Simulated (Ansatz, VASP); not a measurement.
**B in VASP and in Ansatz**

File INCAR:

```
SYSTEM = B
PREC     = Accurate       ! precision mode
ENCUT    = 520            ! plane-wave cutoff, eV
EDIFF    = 1E-6           ! SCF threshold, eV
ISMEAR   = -1             ! smearing method
SIGMA    = 0.1            ! smearing width, eV
LREAL    = .FALSE.        ! projectors in reciprocal space
LASPH    = .TRUE.         ! aspherical terms in the spheres
NELM     = 80             ! most SCF steps
ALGO     = Normal         ! electronic algorithm
ISIF     = 2              ! what is computed and relaxed
LWAVE    = .FALSE.        ! write WAVECAR
LCHARG   = .FALSE.        ! write CHGCAR
GGA      = RE             ! functional
NBANDS   = 8              ! bands
```

KPOINTS

```
Automatic mesh
0
G
  18 18 18
  0 0 0
```

Contents of POSCAR:

```
B
1.0
    1.9167803624      0.0000000000      0.0000000000
    0.0000000000      1.9167803624      0.0000000000
    0.0000000000      0.0000000000      1.9167803624
B
1
Direct
    0.0000000000      0.0000000000      0.0000000000
```

Input for Ansatz:

```yaml
crystal:
  lattice:
    - [1.9167803624, 0.0, 0.0]
    - [0.0, 1.9167803624, 0.0]
    - [0.0, 0.0, 1.9167803624]
  atoms:
    - { symbol: B, position: [0.0, 0.0, 0.0] }
hamiltonian:
  xc: revpbe
  pseudopotentials:
    kind: paw
    azcp:
      B: "pseudopotentials/B.paw.azcp"
basis:
  ecutwfc: 420
  fft_grid_basis: typed
kpoints:
  mp_grid: { grid: [18, 18, 18], shift: [0, 0, 0] }
magnetization:
  spin_polarized: false
scf:
  occupations: { method: fermi_dirac, width: 0.1 }
  lower_state_search: "off"
output:
  stress: true
  write_density: true
  write_potential: true
  elf: true
  volumetric_format: npy
```

Alike in both runs: task single point; functional revPBE; k mesh 18 × 18 × 18; occupations fermi-dirac, width 0.1 eV; no spin polarisation.

|  | VASP | Ansatz |
| --- | --- | --- |
| version | VASP 6.6.1 | Ansatz 0.2.0 |
| potentials or method | VASP PAW PBE potentials, release 64 (B) | plane waves (420 eV) with PAW, scalar-relativistic |
| plane-wave cutoff (eV) | 520 | 420 |
| valence electrons in the cell | 3 | 3 |

```csv
,VASP,Ansatz,Ansatz less VASP
pressure (GPa),-7.8,-7.8,+0.07
```

Caveats: the PAW data sets were made with another functional, which shifts forces and pressure a little (VASP).
